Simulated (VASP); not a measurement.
Input of a VASP 6.6.1 run:

Contents of POSCAR:

```
InAs
1.0
    0.0000000000      2.8773040000      2.8773040000
    2.8773040000      0.0000000000      2.8773040000
    2.8773040000      2.8773040000      0.0000000000
In As
1 1
Direct
    0.5000000000      0.5000000000      0.5000000000
    0.0000000000      0.0000000000      0.0000000000
```

The input INCAR.step1:

```
SYSTEM = InAs
PREC     = Accurate       ! precision mode
ENCUT    = 520            ! plane-wave cutoff, eV
ISMEAR   = -1             ! smearing method
SIGMA    = 0.05           ! smearing width, eV
LREAL    = .FALSE.        ! projectors in reciprocal space
LASPH    = .TRUE.         ! aspherical terms in the spheres
NELM     = 100            ! most SCF steps
NBANDS   = 16             ! bands
GGA      = PE             ! functional
ALGO     = Normal         ! electronic algorithm
EDIFF    = 1E-4           ! SCF threshold, eV
LWAVE    = .TRUE.         ! write WAVECAR
LCHARG   = .FALSE.        ! write CHGCAR
```

Contents of INCAR.step2:

```
SYSTEM = InAs
PREC     = Accurate       ! precision mode
ENCUT    = 520            ! plane-wave cutoff, eV
EDIFF    = 1E-6           ! SCF threshold, eV
ISMEAR   = -1             ! smearing method
SIGMA    = 0.05           ! smearing width, eV
LREAL    = .FALSE.        ! projectors in reciprocal space
LASPH    = .TRUE.         ! aspherical terms in the spheres
NELM     = 100            ! most SCF steps
ALGO     = Normal         ! electronic algorithm
ISIF     = 2              ! what is computed and relaxed
LWAVE    = .FALSE.        ! write WAVECAR
LCHARG   = .FALSE.        ! write CHGCAR
METAGGA  = R2SCAN         ! meta-GGA
LMIXTAU  = .TRUE.       
NBANDS   = 16             ! bands
ISTART   = 1
```

File KPOINTS:

```
Automatic mesh
0
G
  4 4 4
  0 0 0
```

Potentials or basis: VASP PAW PBE potentials, release 64 (In_d, As).

Launch:

```console
$ cat potpaw_PBE.64/In_d/POTCAR potpaw_PBE.64/As/POTCAR > POTCAR
$ cp INCAR.step1 INCAR
$ mpirun -np 1 vasp_std > vasp.out
$ cp INCAR.step2 INCAR
$ mpirun -np 1 vasp_std > vasp.out
```

(1) What does it give for the band gap on the k mesh?

(2) What does it give for the pressure?

Answers

(1) none (metal or under the smearing width).

(2) -1.6 GPa.

Caveat: the k mesh is coarse (spacing up to 0.47 Å⁻¹), so the values aren't converged; the PAW data sets were made with another functional, which shifts forces and pressure a little.
